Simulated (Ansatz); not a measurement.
Al2O3: O vacancy

All numbers are calculated (PBEsol, collinear spin, no spin-orbit coupling; Ansatz, PAW set soft_2, 420 eV, k-mesh 2×2×2 shifted by half a step), not measured.

The relaxed host crystal (Kohn–Sham gap 6.03 eV over the whole zone):

```yaml
crystal:
  lattice:
    - [2.38693, 1.37810, 4.33829]
    - [-2.38693, 1.37810, 4.33829]
    - [0.00000, -2.75619, 4.33829]
  atoms:
    - { symbol: Al, position: [0.14792, 0.14792, 0.14792] }
    - { symbol: Al, position: [0.35208, 0.35208, 0.35208] }
    - { symbol: Al, position: [0.64792, 0.64792, 0.64792] }
    - { symbol: Al, position: [0.85208, 0.85208, 0.85208] }
    - { symbol: O, position: [0.94414, 0.55586, 0.25000] }
    - { symbol: O, position: [0.44414, 0.75000, 0.05586] }
    - { symbol: O, position: [0.55586, 0.25000, 0.94414] }
    - { symbol: O, position: [0.25000, 0.94414, 0.55586] }
    - { symbol: O, position: [0.75000, 0.05586, 0.44414] }
    - { symbol: O, position: [0.05586, 0.44414, 0.75000] }
```

Supercell of 40 atoms, rows of the matrix [[1,-1,-1],[-1,-1,1],[-1,1,-1]] times the cell vectors; O vacancy at (0.944, 0.556, 0.250) in fractions of the cell above. Atoms are relaxed at the host's cell, from a start shaken by 0.03 Å near the defect; charged cells sit in a uniform background.

Distances from the empty O site (Å), by shell of the perfect crystal:

| shell | perfect crystal | charge +2 | charge +1 | charge 0 |
| --- | --- | --- | --- | --- |
| 2 Al | 1.86 | 2.10 | 1.95 | 1.75 |
| 2 Al | 1.97 | 2.13 | 2.07 | 2.00 |
| 2 O | 2.53 | 2.41 | 2.47 | 2.51 |
| 2 O | 2.62 | 2.56 | 2.59 | 2.62 |

```tsv
charge	moment of the cell (μB)	gap of the cell on the mesh (eV)	carriers
+2	0.00	3.62	none in the bands
+1	1.00	1.32	none in the bands
0	0.00	4.33	none in the bands
```

On this mesh the host's own supercell has a gap of 7.12 eV.

Formation energy of the neutral defect: 6.92 eV, taking atoms from and to the elements' standard states (no corrections for gases), so it belongs to those chemical potentials alone.

Caveats: at charge +2: net starting moment lost; at charge 0: net starting moment lost; semilocal functionals make gaps too small, which shifts levels too; small supercell, so energies and levels can be off by tenths of an eV; one random start near the defect, so other minima are possible.

The vacancy behaves as a classic F-type colour centre. Removing electrons drives both pairs of neighbouring Al outward and draws both O pairs inward. In the +2 state the empty site carries an effective positive charge that repels the cations and attracts the anions. Electrons trapped in the cavity, in an orbital built largely from Al s and p states pointing into it, screen this charge and bind the Al ions together. In the neutral state the closer Al pair is even pulled inside its perfect-crystal distance, to 1.75 Å.

The moment of 1.00 μB at charge +1 fits a single electron in this orbital, and the zero moment of the neutral cell fits a spin-paired couple. The small gap of 1.32 eV at +1 therefore probably separates the filled and empty spin partners of one defect level, rather than defect and band.

The neutral formation energy refers to oxygen-rich conditions and would fall under reducing ones; without charged formation energies, it doesn't show which charge state prevails at a given Fermi level.
